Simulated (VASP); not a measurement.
# Li (Im-3m) in VASP: settings compared, part 2 of 2

VASP 6.6.1.

## Step 3: Electric field gradients, PBE (z stretched by +4 % at fixed volume, crystal datasets)

The input, INCAR:

```
SYSTEM = Li
PREC     = Accurate       ! precision mode
ENCUT    = 520            ! plane-wave cutoff, eV
EDIFF    = 1E-8           ! SCF threshold, eV
ISMEAR   = -1             ! smearing method
SIGMA    = 0.08           ! smearing width, eV
LREAL    = .False.        ! projectors in reciprocal space
LASPH    = .True.         ! aspherical terms in the spheres
NELM     = 60             ! most SCF steps
ALGO     = Normal         ! electronic algorithm
ISIF     = 2              ! what is computed and relaxed
LWAVE    = .False.        ! write WAVECAR
LCHARG   = .False.        ! write CHGCAR
GGA      = PE             ! functional
LEFG     = .True.       
NBANDS   = 8              ! bands
```

The input, KPOINTS:

```
regular mesh
0
Gamma
  15 15 15
  0 0 0
```

The input, POSCAR:

```
Li
1.0
   -1.7160161825      1.7160161825      1.8200000000
    1.7160161825     -1.7160161825      1.8200000000
    1.7160161825      1.7160161825     -1.8200000000
Li
1
Direct
    0.0000000000      0.0000000000      0.0000000000
```

Potentials or basis: VASP PAW PBE potentials, release 64 (Li_sv).

The run is started by

```sh
$ cat potpaw_PBE.64/Li_sv/POTCAR > POTCAR
$ mpirun -np 1 vasp_std > vasp.out
```

OUTCAR:

```text
SYSTEM = Li
   PREC = Accurate
   ENCUT = 520
   EDIFF = 1E-8
   ISMEAR = -1
   LREAL = .False.
   LASPH = .True.
   NELM = 60
   ISIF = 2
   GGA = PE

 ion  position               nearest neighbor table
   1  0.000  0.000  0.000-

  LATTYP: Found a body centered tetragonal cell.
 ALAT       =     3.4320323650
 C/A-ratio  =     1.0605960588

  Lattice vectors:

 A1 = (  -1.7160161825,   1.7160161825,   1.8200000000)
 A2 = (   1.7160161825,  -1.7160161825,   1.8200000000)
 A3 = (   1.7160161825,   1.7160161825,  -1.8200000000)

Analysis of symmetry for initial positions (statically):
=====================================================================
 Subroutine PRICEL returns:
 Original cell was already a primitive cell.

 Routine SETGRP: Setting up the symmetry group for a
 body centered tetragonal supercell.

 Subroutine GETGRP returns: Found 16 space group operations
 (whereof 16 operations were pure point group operations)
 out of a pool of 16 trial point group operations.

The static configuration has the point symmetry D_4h.

Analysis of symmetry for dynamics (positions and initial velocities):
=====================================================================
 Subroutine PRICEL returns:
 Original cell was already a primitive cell.

 Routine SETGRP: Setting up the symmetry group for a
 body centered tetragonal supercell.

 Subroutine GETGRP returns: Found 16 space group operations
 (whereof 16 operations were pure point group operations)
 out of a pool of 16 trial point group operations.

The dynamic configuration has the point symmetry D_4h.

 Subroutine INISYM returns: Found 16 space group operations
 (whereof 16 operations are pure point group operations),
 and found     1 'primitive' translations

----------------------------------------------------------------------------------------

                                     Primitive cell

  volume of cell :      21.4375

  direct lattice vectors                    reciprocal lattice vectors
    -1.716016182  1.716016182  1.820000000     0.000000000  0.291372544  0.274725275
     1.716016182 -1.716016182  1.820000000     0.291372544  0.000000000  0.274725275
     1.716016182  1.716016182 -1.820000000     0.291372544  0.291372544  0.000000000

  length of vectors
     3.033450688  3.033450688  3.033450688     0.400464650  0.400464650  0.412063003

  position of ions in fractional coordinates (direct lattice)
     0.000000000  0.000000000  0.000000000

  ion indices of the primitive-cell ions
   primitive index   ion index
                 1           1

----------------------------------------------------------------------------------------

 KPOINTS: regular mesh

Automatic generation of k-mesh.
 Grid dimensions read from file:
 generate k-points for:   15   15   15

 Generating k-lattice:

  Cartesian coordinates                     Fractional coordinates (reciprocal lattice)
     0.000000000  0.019424836  0.018315018     0.066666667 -0.000000000  0.000000000
     0.019424836  0.000000000  0.018315018    -0.000000000  0.066666667  0.000000000
[... 68 lines left out ...]
   PSTRESS=    0.0 pullay stress
   NELECT =       3.0000    total number of electrons
   NUPDOWN=      -1.0000    fix difference up-down
   EMIN   =  10.00;   EMAX   =-10.00  energy-range for DOS
   EFERMI =   0.00;   METHOD = LEGACY
   ISMEAR =    -1;   SIGMA  =   0.08  broadening in eV -4-tet -1-fermi 0-gaus
   EFERMI_NEDOS =   21; number of points for ismear=-14 and -15
   IALGO  =     38    algorithm
   IMIX   =      4    mixing-type and parameters
     AMIX     =   0.40;   BMIX     =  1.00
     AMIX_MAG =   1.60;   BMIX_MAG =  1.00
  volume/ion in A,a.u.               =      21.44       144.67
  Fermi-wavevector in a.u.,A,eV,Ry     =   0.849944  1.606162  9.828924  0.722406
  Thomas-Fermi vector in A             =   1.965845
   LORBIT       =      0    0 simple, 1 ext, 2 COOP (PROOUT), +10 PAW based schemes
   GGA     = PE    functional components
   LHFCALC =     F    Hartree Fock is set to
   AEXX    =    0.0000 exact exchange contribution
   IVDW    =     0    specifies the selected vdW correction
   LEPSILON=     F    determine dielectric tensor
   LRPA    =     F    only Hartree local field effects (RPA)
 non-spin polarized calculation
  energy-cutoff  :      520.00
  volume of cell :       21.44
 maximum number of plane-waves:       595
   NGX = 11   NGY = 11   NGZ = 11

 number of electron       2.9999996 magnetization

 Free energy of the ion-electron system (eV)
  ---------------------------------------------------
  ext. energy  EPLUGINS =         0.00000000
  ---------------------------------------------------
  free energy    TOTEN  =        -1.90692395 eV

  energy without entropy =       -1.89629731  energy(sigma->0) =       -1.90161063

 E-fermi :   0.5012     XC(G=0):  -6.9093

 val. band max:        0.4920255196   @ k =   0.2000   0.2000   0.1333
 cond. band min:       0.5191481874   @ k =   0.4667   0.0000   0.0000
 fundamental gap:      0.0271226678
 Fermi energy:         0.5012130629

 k-point     1 :       0.0000    0.0000    0.0000
  band No.  band energies     occupation
      1     -46.1544      2.00000
      2      -3.0139      2.00000
      3      14.3312      0.00000
      4      14.5495      0.00000
      5      14.5496      0.00000
      6      18.7528      0.00000
      7      18.7528      0.00000
      8      19.5624      0.00000
[... 243 lines left out ...]
 k-point    24 :       0.2000    0.1333   -0.0000
  band No.  band energies     occupation
      1     -46.1448      2.00000
      2      -1.5030      2.00000
      3       8.2777      0.00000
      4       9.9820      0.00000
      5      12.3759      0.00000
      6      16.7928      0.00000
      7      17.2984      0.00000
      8      20.3426      0.00000

 [... further k-points ...]

------------------------ aborting loop because EDIFF is reached ----------------------------------------

  FORCE on cell =-STRESS in cart. coord.  units (eV):
  Direction    XX          YY          ZZ          XY          YZ          ZX
  --------------------------------------------------------------------------------------
  -------------------------------------------------------------------------------------
  Total       -0.1068602     -0.1068602     -0.0971955      0.0000000      0.0000000      0.0000000
  in kB       -7.9864256     -7.9864256     -7.2641116      0.0000000      0.0000000      0.0000000
  external PRESSURE =      -7.7456543 kB  Pullay stress =       0.0000000 kB

 VOLUME and BASIS-vectors are now :
 -----------------------------------------------------------------------------
  energy-cutoff  :      520.00
  volume of cell :       21.44
      direct lattice vectors                 reciprocal lattice vectors
    -1.716016182  1.716016182  1.820000000     0.000000000  0.291372544  0.274725275
     1.716016182 -1.716016182  1.820000000     0.291372544  0.000000000  0.274725275
     1.716016182  1.716016182 -1.820000000     0.291372544  0.291372544  0.000000000

 POSITION                                       TOTAL-FORCE (eV/Angst)
 -----------------------------------------------------------------------------------
      0.00000      0.00000      0.00000        -0.000000     -0.000000      0.000000
 -----------------------------------------------------------------------------------
    total drift:                                0.000000      0.000000     -0.000000

  FREE ENERGIE OF THE ION-ELECTRON SYSTEM (eV)
  ---------------------------------------------------
  free  energy   TOTEN  =        -1.9069239492 eV

  energy  without entropy=       -1.8962973052  energy(sigma->0) =       -1.90161063

 Electric field gradients (V/A^2)
---------------------------------------------------------------------
 ion       V_xx      V_yy      V_zz      V_xy      V_xz      V_yz
---------------------------------------------------------------------
   1       0.012     0.012    -0.024     0.004     0.004     0.004
---------------------------------------------------------------------

 Electric field gradients after diagonalization (V/A^2)
 (convention: |V_zz| > |V_xx| > |V_yy|)
----------------------------------------------------------------------
 ion       V_xx      V_yy      V_zz     asymmetry (V_yy - V_xx)/ V_zz
----------------------------------------------------------------------
   1       0.016     0.008    -0.024       0.352
----------------------------------------------------------------------

           NMR quadrupolar parameters

 Cq : quadrupolar parameter    Cq=e*Q*V_zz/h
 eta: asymmetry parameters     (V_yy - V_xx)/ V_zz
 Q  : nuclear electric quadrupole moment in mb (millibarn)
----------------------------------------------------------------------
 ion       Cq(MHz)       eta       Q (mb)
----------------------------------------------------------------------
   1      -0.000       0.352       1.000
----------------------------------------------------------------------
```

Run time: 24 s. Hardware: 1 thread of Intel Xeon Platinum 8259CL at 2.50GHz (Skylake/Cascade Lake), shared host; peak memory 0.15 GiB.

What came out:

- Free energy: -1.9069 eV
- Band gap on the k mesh: none (metal or under the smearing width)

Levels at points of the mesh, in eV from the Fermi level:
```csv
k point,band 1,band 2,band 3,band 4,band 5,band 6
"(0.00, 0.00, 0.00)",-46.66,-3.52,13.83,14.05,14.05,18.25
```

Electric field gradients, principal values (V/Å²):
```csv
atom,Vxx,Vyy,Vzz
1 Li,0.008,0.016,-0.024
```

Caveat: the cutoff is under 1.25 times the usual one of these potentials, so pressure, stress and relaxed cells hold a basis-set (Pulay) error.
